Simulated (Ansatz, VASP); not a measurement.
This is a calculation of BN for Ansatz 0.2.0. The cell is a database's computed one, not the measured one.

The input input.yaml:

```yaml
crystal:
  lattice:
    - [0.0, 1.813001, 1.813001]
    - [1.813001, 0.0, 1.813001]
    - [1.813001, 1.813001, 0.0]
  atoms:
    - { symbol: "N", position: [0.25, 0.25, 0.25] }
    - { symbol: B, position: [0.0, 0.0, 0.0] }
kpoints:
  mp_grid: { grid: [13, 13, 13] }
scf:
  occupations: { method: fermi_dirac, width: 0.05 }
hamiltonian:
  xc: blyp
  dispersion: d3bj
  pseudopotentials: { kind: all_electron, lapw: { basis_error: 0.001 } }
output:
  forces: true
  stress: true
relax:
  f_tol: 0.005
  max_steps: 60
  cell: {}
```

Potentials or basis: all-electron LAPW, scalar-relativistic.

The run is started by

```sh
$ ansatz run input.yaml --threads 1 --pin off --max-ram 3072MiB --backend cpu --events-out ev --progress --plain --runs-dir out
```

Set up the same calculation for VASP 6.6.1. Potentials or basis there: PBE PAW files B, N, 600 eV.

As run (cutoffs and basis follow the program's own potentials, and thresholds, step limits or extra output files can differ):

File INCAR:

```
AGGAC    = 1.0          
AGGAX    = 1.0          
ALDAC    = 0.0          
ALDAX    = 1.0          
ALGO     = Fast           # electronic algorithm
EDIFF    = 1E-7           # SCF threshold, eV
EDIFFG   = -0.01          # ionic threshold
ENCUT    = 600            # plane-wave cutoff, eV
GGA      = B5             # functional
IBRION   = 2              # ionic algorithm
ISIF     = 3              # what is computed and relaxed
ISMEAR   = -1             # smearing method
IVDW     = 12             # dispersion correction
LASPH    = T              # aspherical terms in the spheres
LCHARG   = F              # write CHGCAR
LREAL    = F              # projectors in reciprocal space
LWAVE    = F              # write WAVECAR
NELM     = 100            # most SCF steps
NSW      = 40             # ionic steps
PREC     = Accurate       # precision mode
SIGMA    = 0.05           # smearing width, eV
VDW_A1   = 0.4298       
VDW_A2   = 4.2359       
VDW_S6   = 1.0          
VDW_S8   = 2.6996
```

KPOINTS

```
k-points
0
Gamma
  13 13 13
```

Contents of POSCAR:

```
BN
1.0
    0.0000000000      1.8130010000      1.8130010000
    1.8130010000      0.0000000000      1.8130010000
    1.8130010000      1.8130010000      0.0000000000
N B
1 1
Direct
    0.2500000000      0.2500000000      0.2500000000
    0.0000000000      0.0000000000      0.0000000000
```

Potentials or basis: VASP PAW PBE potentials, release 64 (N, B).

The run is started by

```console
$ cat potpaw_PBE.64/N/POTCAR potpaw_PBE.64/B/POTCAR > POTCAR
$ mpirun -np 1 vasp_std > vasp.out
```

Both were run:

|  | Ansatz | VASP |
| --- | --- | --- |
| Relaxed volume | 5.89 Å³/atom | 5.88 Å³/atom |
| Relaxed cell | a = 2.554 Å, b = 2.554 Å, c = 2.554 Å, α = 60.00°, β = 60.00°, γ = 60.00° | a = 2.553 Å, b = 2.553 Å, c = 2.553 Å, α = 60.00°, β = 60.00°, γ = 60.00° |
| Space group after relaxing | F-43m (No. 216) | F-43m (No. 216) |
| Pressure after relaxing | 0.0 GPa | 0.0 GPa |

VASP's potentials were made for PBE.

Where Ansatz's input types no cutoff or centring, it takes its own default and a Γ-centred mesh.

Pressure is positive in compression.
